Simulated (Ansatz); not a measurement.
Smearing, entropy and the zero-width energy in TiO

These are results of DFT r2SCAN, scalar-relativistic, plane waves, PAW in Ansatz 0.2.0, not measurements.

```xyz
4
Lattice="2.8516 0.0000 0.0000 -1.4258 2.4696 0.0000 0.0000 0.0000 5.5675" Properties=species:S:1:pos:R:3 pbc="T T T"
Ti    0.0000    1.6464    1.3919
Ti    1.4258    0.8232    4.1756
O     0.0000    0.0000    0.0000
O     0.0000    0.0000    2.7838
```

| Item | Value |
| --- | --- |
| plane-wave cutoff | 500 eV |
| Γ-centred k-mesh | 18×18×8 |
| spin treatment | unpolarised |

The same metal under several smearings of width σ, on one mesh. F is the free energy, TS the smearing's entropy term for the cell of 4 atoms, and E = F + TS. Gaussian occupations are ½ erfc[(ε − μ)/σ], and N counts both spins.

| rule | σ (eV) | F − F(narrowest) (meV/atom) | TS (meV/cell) |
| --- | --- | --- | --- |
| Fermi–Dirac | 0.02 | -0.042 | 0.417 |
| Fermi–Dirac | 0.05 | -0.354 | 3.199 |
| Fermi–Dirac | 0.1 | -1.753 | 16.839 |
| Fermi–Dirac | 0.3 | -35.508 | 417.713 |
| Gaussian | 0.01 | 0.000 | 0.006 |
| Gaussian | 0.02 | -0.002 | 0.030 |
| Gaussian | 0.1 | -0.182 | 1.627 |
| Gaussian | 0.2 | -0.876 | 8.165 |

For a density of states N (both spins) that is flat over the smeared range, TS = Nσ²/2 (Gaussian) and (π²/3)Nσ² (Fermi–Dirac). What N does each run give?

| rule | σ (eV) | N (states/eV a cell) |
| --- | --- | --- |
| Fermi–Dirac | 0.02 | 0.32 |
| Fermi–Dirac | 0.05 | 0.39 |
| Fermi–Dirac | 0.1 | 0.51 |
| Fermi–Dirac | 0.3 | 1.41 |
| Gaussian | 0.01 | 0.11 |
| Gaussian | 0.02 | 0.15 |
| Gaussian | 0.1 | 0.33 |
| Gaussian | 0.2 | 0.41 |

Equal entropy needs σ_Gauss = π√(2/3) σ_FD = 2.57 σ_FD, so a Fermi–Dirac width acts like a Gaussian one 2.57 times as large. At moderate widths N lies between 0.32 and 0.51. The drift shows structure in the density of states within the smeared window (a rise with width points to a dip at the Fermi level, a fall to a peak or a steep flank), or a mesh too coarse for the narrower widths. At the narrowest widths only the few mesh levels within σ of μ count, so N can scatter there.

To second order F = E0 − TS/2 and E = E0 + TS/2. How well does E0 = (E + F)/2 undo the smearing?

```
       rule  σ (eV) F − E0(narrowest) (meV/atom) (E + F)/2 − E0(narrowest) (meV/atom)
Fermi–Dirac    0.02                         -0.04                                  0.01
Fermi–Dirac    0.05                         -0.35                                  0.04
Fermi–Dirac     0.1                         -1.75                                  0.35
Fermi–Dirac     0.3                        -35.51                                 16.71
   Gaussian    0.01                          0.00                                  0.00
   Gaussian    0.02                          0.00                                  0.00
   Gaussian     0.1                         -0.18                                  0.02
   Gaussian     0.2                         -0.88                                  0.14
```

At Fermi–Dirac 0.1 eV the free energy is off by -1.75 meV/atom and the mean by 0.35. What remains is of order σ⁴ plus the mesh error of the narrowest run, which is no exact reference. Forces and stress are derivatives of F, not of E0, so they keep the σ² error.

This form isn't the usual stable structure of the compound.

5 further runs of this set aren't shown, and 1 didn't finish or converge.